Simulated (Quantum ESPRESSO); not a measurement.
Runs of Quantum ESPRESSO 7.5 on WSe. The cell holds a slab with vacuum, 4 atoms: a = 3.318 Å, b = 3.318 Å, c = 31.658 Å, α = 90.00°, β = 90.00°, γ = 120.00°. 

```tsv
level	form of the LDA correlation	largest force (eV/Å)
LDA	PZ81	1.15
PBE	-	0.40
PBEsol	-	0.73
rev-vdW-DF2	-	0.54
revPBE	-	(a)
RPBE	-	0.11
AM05	-	(b)
```

Alike in all rows: task work function; potentials or basis SG15 PBE 1.2; no spin polarisation; cell as given; k mesh 4 × 4 × 1; cutoff (eV) 1020; smearing fermi-dirac 0.05 eV; the mesh is coarse, so values aren't converged.

Fill in the values left out.

(a) 0.18; (b) 0.76.

Caveats: all runs use coarse meshes; the potentials were made for another functional, which shifts forces and pressure (some runs).
